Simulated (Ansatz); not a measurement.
The system is MnO2.

```
Mn O
1.0
     2.90416    0.00000    0.00000
     0.00000    3.84481    0.00000
     0.00000    0.00000    6.16426
Mn O
2 4
Direct
  0.50000 0.50000 0.34330
  0.00000 0.00000 0.65670
  0.50000 0.00000 0.83757
  0.00000 0.50000 0.16243
  0.50000 0.00000 0.42180
  0.00000 0.50000 0.57820
```

Measurements of this composition are mostly on another form, of space group No. 136.

Base run:

| Property | Result |
| --- | --- |
| Program | Ansatz 0.2.0 |
| Functional | LDA |
| Potentials or basis | Ansatz PAW |
| Cutoff | 420 eV (not typed: the program's choice for these potentials) |
| k mesh | 9 × 7 × 5 |
| Occupations | fermi-dirac, width 0.05 eV |
| Spin | collinear spin, ferromagnetic start |
| Starting moments | [4.0, 4.0, 0.0, 0.0, 0.0, 0.0] μB |

Its results: band gap on the k mesh none (metal or under the smearing width); pressure -19.4 GPa; net moment 6.00 μB per cell; site moments Mn +2.38; O +0.13, +0.01 μB; largest force 1.559 eV/Å.

Question: The run is repeated on the same cell with these changes: functional from LDA to PBEsol. What comes out?

Answer: Band gap on the k mesh none (metal or under the smearing width); pressure -13.4 GPa; net moment 6.00 μB per cell; site moments Mn +2.41; O +0.12, -0.00 μB; largest force 1.179 eV/Å.

PBEsol binds less tightly than LDA, so the same cell stands under more pressure.

Caveats: semilocal functionals often make such compounds metallic where correlation or magnetic order opens a gap, which also shifts bond lengths; only a ferromagnetic start was run, and an antiferromagnetic order may lie lower in energy; the PAW data sets come from PBE, with cores solved anew for the run's functional, which leaves a small shift of forces and pressure; forces of over 1 eV/Å show positions far from the minimum, so gaps and moduli don't describe the material at rest; the density of states is complete only up to the lowest level of the last band computed.
